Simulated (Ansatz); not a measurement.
# Photoemission of Si(111) with SH on 50 % of the top atoms and H on the rest, part 4 of 4

Aim: core-level components, unfolded bands and work function of Si(111) with SH on 50 % of the top atoms and H on the rest.

Ansatz 0.2.0; DFT, PBE, plane-wave PAW, default files, scalar-relativistic.

So far, gap on the k-mesh (eV): step 2 (relaxation) 1.08; step 3 (bands by layer) 1.08.

## (4) Core levels by total-energy differences

XPS shifts tell sites apart. Each chosen atom gets a core hole in a self-consistent pass of its own.

File input.yaml:

```yaml
crystal:
  lattice:
    - [7.6791796437, 0.0, 0.0]
    - [3.8395898218, 6.6503646517, 0.0]
    - [0.0, 0.0, 24.9237769138]
  atoms:
    - { symbol: H, position: [0.0945237737, 0.0784342743, 0.7202873739] }
    - { symbol: H, position: [0.5945237737, 0.0784342743, 0.7202873739] }
    - { symbol: S, position: [-0.0104411341, -0.0179533364, 0.7106568292] }
    - { symbol: S_h, position: [0.4895588659, -0.0179533364, 0.7106568292] }
    - { symbol: H, position: [-0.0006264589, 0.4987102632, 0.6843907] }
    - { symbol: H, position: [0.4993735411, 0.4987102632, 0.6843907] }
    - { symbol: Si_h, position: [-0.0007373118, -0.0016588753, 0.6235979068] }
    - { symbol: Si, position: [0.4992626882, -0.0016588753, 0.6235979068] }
    - { symbol: Si, position: [-0.0005183816, 0.4982022539, 0.6241783231] }
    - { symbol: Si_h, position: [0.4994816184, 0.4982022539, 0.6241783231] }
    - { symbol: Si_h, position: [0.8321730861, 0.3327092586, 0.5927533304] }
    - { symbol: Si, position: [0.3321730861, 0.3327092586, 0.5927533304] }
    - { symbol: Si, position: [0.8331587498, 0.8307826474, 0.5923672539] }
    - { symbol: Si, position: [0.3331587498, 0.8307826474, 0.5923672539] }
    - { symbol: Si, position: [0.833679251, 0.3327872671, 0.4978465046] }
    - { symbol: Si, position: [0.333679251, 0.3327872671, 0.4978465046] }
    - { symbol: Si, position: [0.8339083215, 0.8331447696, 0.4975042396] }
    - { symbol: Si, position: [0.3339083215, 0.8331447696, 0.4975042396] }
    - { symbol: Si_h, position: [0.1667691323, 0.1666354775, 0.4656297902] }
    - { symbol: Si, position: [0.6667691323, 0.1666354775, 0.4656297902] }
    - { symbol: Si, position: [0.1673765423, 0.6660895789, 0.4655848076] }
    - { symbol: Si, position: [0.6673765423, 0.6660895789, 0.4655848076] }
    - { symbol: Si, position: [0.166666667, 0.166666667, 0.370880907] }
    - { symbol: Si, position: [0.666666667, 0.166666667, 0.370880907] }
    - { symbol: Si, position: [0.166666667, 0.666666667, 0.370880907] }
    - { symbol: Si, position: [0.666666667, 0.666666667, 0.370880907] }
    - { symbol: Si, position: [0.0, 0.0, 0.339434911] }
    - { symbol: Si, position: [0.5, 0.0, 0.339434911] }
    - { symbol: Si, position: [0.0, 0.5, 0.339434911] }
    - { symbol: Si, position: [0.5, 0.5, 0.339434911] }
    - { symbol: H, position: [0.0, 0.0, 0.280856309] }
    - { symbol: H, position: [0.5, 0.0, 0.280856309] }
    - { symbol: H, position: [0.0, 0.5, 0.280856309] }
    - { symbol: H, position: [0.5, 0.5, 0.280856309] }
kpoints:
  mp_grid: { grid: [3, 3, 1] }
scf:
  occupations: { method: fermi_dirac, width: 0.02 }
  n_extra_bands: 24
hamiltonian:
  xc: pbe
  pseudopotentials: { kind: paw }
output:
  forces: true
  write_potential: true
  volumetric_format: []
  core_levels:
    shells: { S_h: "2p", Si_h: "2p" }
    counted_from: conduction_bottom
    add_spin: false
efield:
  axis: 3
  dipole_correction: true
```

Command:

```sh
$ ansatz run input.yaml --threads 4 --pin off --max-ram 11264MiB --backend cpu --events-out ev --progress --plain --runs-dir out
```

Numbers of over 12 decimals in the logs are rounded to 6 here.

The program printed:

```text
[...]
Crystal: 34 atoms, lattice volume = 1272.841 Å³
Basis set: ecut = 420 eV, 24809 PW (Γ), exchange–correlation on 108×108×360 points (8 copies of the dense FFT grid, shifted against one another)
Bands: 82, of which v1, the nominal top of the filled ones, is band 58 counted from 1 (57 counted from 0)
Symmetry: 1 space group operations
[...]
k-points: 5 of 9 (time reversal used)
[...]
SCF iter   1: F=—  HF=-17191.058666 eV  |F-HF|=—  |Δ(HF+E_count)|=         —  Δρ=1.97e-3  dr2=5.75e-1  ethr=1.77e-3  p=-0.124 e·Å  D=-1.76e-2 V/Å  ΔV_dip=0.44 eV  dr2_dipole=2.64e-3  V_vac-E_F(+/−)=4.13/3.69 eV  ⟨swp⟩=9.0  Hψ=2354  notcnv=0  defer=24
[...]
SCF iter   9: F=-17190.972413 eV  HF=-17190.972413 eV  |F-HF|=4.01e-9  |Δ(HF+E_count)|=   3.92e-8  Δρ=6.03e-7  dr2=5.71e-9  ethr=8.62e-11  p=-0.108 e·Å  D=-1.53e-2 V/Å  ΔV_dip=0.38 eV  dr2_dipole=4.99e-10  V_vac-E_F(+/−)=4.50/4.12 eV  ⟨swp⟩=24.6  Hψ=4238  notcnv=0
SCF 1 converged in 9 iterations: F = -17190.972413 eV  dr2 = 5.71e-9
[...]
── core hole 1/5: 2p of S_h 3 ──
── 2p of S_h 3: 163.365 eV over the cell without the hole, in 13 iterations ──
── core hole 2/5: 2p of Si_h 6 ──
── 2p of Si_h 6: 100.435 eV over the cell without the hole, in 14 iterations ──
── core hole 3/5: 2p of Si_h 9 ──
── 2p of Si_h 9: 100.061 eV over the cell without the hole, in 15 iterations ──
── core hole 4/5: 2p of Si_h 10 ──
── 2p of Si_h 10: 99.920 eV over the cell without the hole, in 13 iterations ──
── core hole 5/5: 2p of Si_h 18 ──
── 2p of Si_h 18: 99.930 eV over the cell without the hole, in 14 iterations ──
SCF converged after 9 iterations
Free energy (F): -17190.972413 eV
[...]
Internal energy: -17190.972413 eV  (E = F + TS)
E sigma→0 (E₀):  -17190.972413 eV
Fermi energy:    0.286018 eV
Dipole field:    D = -0.015276 V/Å  (p = -0.107454 e·Å, saw-weighted, corrected)
Work function:   Φ+ = 4.4977 eV   Φ− = 4.1169 eV
[...]
--- Forces (eV/Å), atoms counted from 1 ---
  atom   1  H       -0.01376497    -0.00965713    -0.01747748
  atom   2  H       -0.01376499    -0.00965716    -0.01747754
  atom   3  S        0.00557300     0.01458252     0.01006575
  atom   4  S_h      0.00557306     0.01458253     0.01006542
  atom   5  H        0.00041047     0.00122762     0.00398506
  atom   6  H        0.00041042     0.00122757     0.00398505
  atom   7  Si_h     0.00254756     0.00579896     0.00514702
  atom   8  Si       0.00254774     0.00579891     0.00514715
  atom   9  Si      -0.00085495    -0.00008901    -0.00666319
  atom  10  Si_h    -0.00085484    -0.00008913    -0.00666327
  atom  11  Si_h     0.00053082    -0.00473499    -0.01120602
  atom  12  Si       0.00053104    -0.00473514    -0.01120595
  atom  13  Si       0.00082993    -0.00433714     0.01286557
  atom  14  Si       0.00083014    -0.00433724     0.01286554
  atom  15  Si      -0.00073071     0.00404455     0.00231715
  atom  16  Si      -0.00073098     0.00404437     0.00231719
  atom  17  Si       0.00009951     0.00193441     0.00011416
  atom  18  Si       0.00009979     0.00193458     0.00011423
  atom  19  Si_h     0.00151416     0.00049693    -0.00085842
  atom  20  Si       0.00151401     0.00049675    -0.00085873
  atom  21  Si       0.00042559    -0.00396041     0.00011957
  atom  22  Si       0.00042596    -0.00396035     0.00011958
  atom  23  Si      -0.00172418    -0.00094996    -0.06759263
  atom  24  Si      -0.00172415    -0.00095039    -0.06759283
  atom  25  Si       0.00481189    -0.00490384    -0.07970298
  atom  26  Si       0.00481266    -0.00490388    -0.07970286
  atom  27  Si       0.00106413    -0.00019094     0.85293668
  atom  28  Si       0.00106472    -0.00019090     0.85293675
  atom  29  Si      -0.00179965     0.00200442     0.84876221
  atom  30  Si      -0.00179967     0.00200411     0.84876200
  atom  31  H       -0.00061736    -0.00039792    -0.77630212
  atom  32  H       -0.00061702    -0.00039793    -0.77630212
  atom  33  H        0.00166677    -0.00087480    -0.77651103
  atom  34  H        0.00166684    -0.00087506    -0.77651137
  max |Σ_I F_I| component: 3.32e-5 eV/Å
--- Band table (eV; the first three rows and the last of 5) ---
  k-point 0: bands = [... 54 lower, -0.7313, -0.6656, -0.2880, -0.2487, 0.8360, 0.8400, 0.8454, 1.3771, ... 20 higher]
  k-point 1: bands = [... 54 lower, -1.4906, -1.2777, -1.1227, -0.6557, 0.9808, 1.5653, 1.6734, 1.7433, ... 20 higher]
  k-point 2: bands = [... 54 lower, -1.4214, -1.2740, -1.1937, -0.6774, 0.9921, 1.5814, 1.6555, 1.7215, ... 20 higher]
  k-point 4: bands = [... 54 lower, -1.6569, -1.4737, -1.3922, -1.3300, 1.9515, 2.1407, 2.2667, 2.3287, ... 20 higher]
--- Core levels from the conduction bottom, as differences alone (as output.core_levels.counted_from types it; a hole's nearest image at 7.7 Å) ---
  the holes have no spin, as output.core_levels.add_spin types it
  atom         alike  shell      binding/eV   shift/eV difference/eV images/eV   SCF
  S_h 3            1     2p               –     +0.000       163.365         –    13
  Si_h 6           1     2p               –     +0.000       100.435         –    14
  Si_h 9           1     2p               –     -0.374       100.061         –    15
  Si_h 10          1     2p               –     -0.514        99.920         –    13
  Si_h 18          1     2p               –     -0.505        99.930         –    14
  the dataset of S_h with a 2p hole: scattering error 0.001 eV (0.001 eV in the local channel); free atom: scalar-relativistic, large and small components
  the two lines of S_h's 2p: 2p1/2 +0.804 eV and 2p3/2 -0.402 eV off its levels, 1 : 2 in strength
  the dataset of Si_h with a 2p hole: scattering error 0.000 eV (0.000 eV in the local channel); free atom: scalar-relativistic, large and small components
  the two lines of Si_h's 2p: 2p1/2 +0.408 eV and 2p3/2 -0.204 eV off its levels, 1 : 2 in strength
```

Wall time 2.3 min (4 threads of Arm Neoverse V2, shared host); peak memory 2.5 GiB; 9 min of CPU time.

Numbers from this step:

```
symmetry operations              : 1
ionisation potential, lower face : 4.651 eV
```

Levels are total-energy differences with one electron taken from the core. The electron stays in the lowest empty state, so these are excitation energies, not binding energies. The hole's nearest image is 7.7 Å away, and the holes carry no spin, so absolute levels are rough.

```
atom     region  shell  level (eV)  shift (eV)     j lines (eV)  doubts
  S4  adsorbate     2p      163.36           -  164.17 / 162.96       -
 Si7    layer 1     2p      100.43       +0.50  100.84 / 100.23       -
Si10    layer 1     2p      100.06       +0.13   100.47 / 99.86       -
Si11    layer 2     2p       99.92       -0.01   100.33 / 99.72       -
Si19     middle     2p       99.93       +0.00   100.34 / 99.73       -
```

Levels of p, d and f shells are means over their two j lines, weighted by degeneracy; the splitting comes from the atom's own solve. Shifts count from the last listed atom of each element. With the electron kept in the cell, its attraction to the hole differs by site and enters these shifts.

The Si 2p lines of the listed atoms alone (other atoms of the cell aren't counted), as Gaussians 0.3 eV wide, no depth weighting. Table of intensity by Si 2p level; read off at these points:

```
Si 2p level (eV)  intensity (%)
           99.10         5.5e-4
           99.20         0.0180
           99.30          0.332
           99.40           3.27
           99.50           17.6
           99.60           53.0
           99.70           91.9
           99.75           99.8
           99.80           96.2
           99.90           65.1
          100.00           35.6
          100.10           36.7
          100.20           61.6
          100.30           76.7
          100.40           64.6
          100.50           38.8
          100.60           18.9
          100.70           14.4
          100.80           18.5
          100.90           17.1
          101.00           8.80
          101.10           2.45
          101.20          0.372
          101.30         0.0307
          101.40        0.00137
```

## (5) Results

```yaml
ionisation_potential: 5.03 eV (upper face; lower face 4.65 eV)
electron_affinity_kohn_sham: 3.95 eV (slab's lowest empty level against the upper vacuum)
si_core_shifts_among_the_listed_atoms_from_the_last_listed_one: -0.01 to +0.50 eV
```

What this shows: The valence top of Si(111) with SH on 50 % of the top atoms and H on the rest lies 5.03 eV (upper face; lower face 4.65 eV) below the vacuum and the lowest empty level 3.95 eV below the vacuum of the upper face. Only the strongest levels a point were stored, too few to count surface states. The upper face's value lies 0.38 eV above that of the hydrogen-covered lower face; the difference is the dipole step of the groups. Core shifts: Si -0.01 to +0.50 eV. Among the sites run, the most bound Si 2p level is that of Si7 (layer 1), bonded to 3 Si and 1 S; the least bound, 0.51 eV shallower, that of Si11 (layer 2), bonded to 4 Si. That is the order that electronegative neighbours give as a rule, though screening of the hole enters too. These are excitation energies with the electron kept in the cell, so its attraction to the hole, which differs by site, enters the order. At 21.2 eV the valence spectrum has its highest listed peaks within 10.8 eV at 1.4 eV (S 3p), 3.6 eV (mixed, S 3p leading), 5.6 eV (mixed, H 1s leading) and 6.5 eV (mixed, H 1s leading). At 1486.7 eV the valence spectrum has its highest listed peaks within 13 eV at 3.5 eV (mixed, Si 3p leading), 6.6 eV (Si 3s), 9.1 eV (Si 3s), 9.5 eV (Si 3s) and 10.4 eV (Si 3s), and the deeper S 3s line at 13.6 eV is higher still. The shell named is the one with most of the intensity, cross sections included, not always the one with most states there. In the main run, from 1486.7 eV towards hard X-rays the Si 3s share grows by 16 points, as its cross section falls more slowly with photon energy than those of the shells it gains on. The spectra rest on a 3×3×1 mesh, so closely spaced maxima can be ripples of the mesh. The slab's own atoms span 7.1 Å, so bulk bands appear as a few quantum-well levels, and states of the two faces can mix. The affinity uses the Kohn–Sham gap, which is too small, so the true affinity is lower and the true ionisation potential usually higher.

[Logs are printed without paths, hosts, clocks, repeated set-up lines and the standing remarks that a program may print on its own settings, such as how far it seeks lower states.]

[Hosts, paths, dates, database ids (printed as entryN), source tags and the programs' standing remarks are cut or masked in the printed files.]

[Maps of the electrostatic potential energy from Ansatz leave out the sawtooth potential of an applied field or a dipole correction, so their vacuum need not be flat; work functions include it.]
